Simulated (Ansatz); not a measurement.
The system is Sn.

```xyz
1
Lattice="-2.0292 2.0292 1.6608 2.0292 -2.0292 1.6608 2.0292 2.0292 -1.6608" Properties=species:S:1:pos:R:3 pbc="T T T"
Sn    0.0000    0.0000    0.0000
```

This isn't the form of Sn at room conditions, which is tetragonal (white tin).

```yaml
Program: Ansatz 0.2.0
Task: relaxation of cell and atoms
Functional: HSE06
Potentials_or_basis: Ansatz PAW
Cutoff: "420 eV (not typed: the program's choice for these potentials)"
k_mesh: 5 × 5 × 5
Occupations: fermi-dirac, width 0.05 eV
Spin: no spin polarisation
```

At the start: volume 27.35 Å³/atom.

**Question.** How do energy, volume and symmetry change on relaxing?

**Answer.** It ends after 8 steps and the volume is 27.31 Å³/atom (-0.2 %); space group I4/mmm (No. 139, to 0.05 Å).

The path:
| step | energy change (eV) | largest force (eV/Å) | volume (Å³) |
| --- | --- | --- | --- |
| 1 | 0.0000 | 0.0000 | 27.35 |
| 2 | -0.0007 | 0.0000 | 27.64 |
| 3 | -0.0091 | 0.0000 | 27.88 |
| 4 | -0.0103 | 0.0000 | 27.62 |
| 5 | -0.0114 | 0.0000 | 27.64 |
| 6 | -0.0118 | 0.0000 | 27.21 |
| 7 | -0.0118 | 0.0000 | 27.31 |
| 8 | -0.0119 | 0.0000 | 27.31 |

Final structure:
```
Sn
1.0
    -1.99071    1.99071    1.72285
     1.99071   -1.99071    1.72285
     1.99071    1.99071   -1.72285
Sn
1
Direct
  0.00000 0.00000 0.00000
```

Caveat: the k mesh is coarse (spacing up to 0.49 Å⁻¹), so the values aren't converged, least of all with exact exchange; the plane-wave basis is chosen anew once the cell has moved, so the energies of steps on either side of that aren't comparable; the PAW data sets come from PBE, with cores solved anew for the run's functional, which leaves a small shift of forces and pressure.
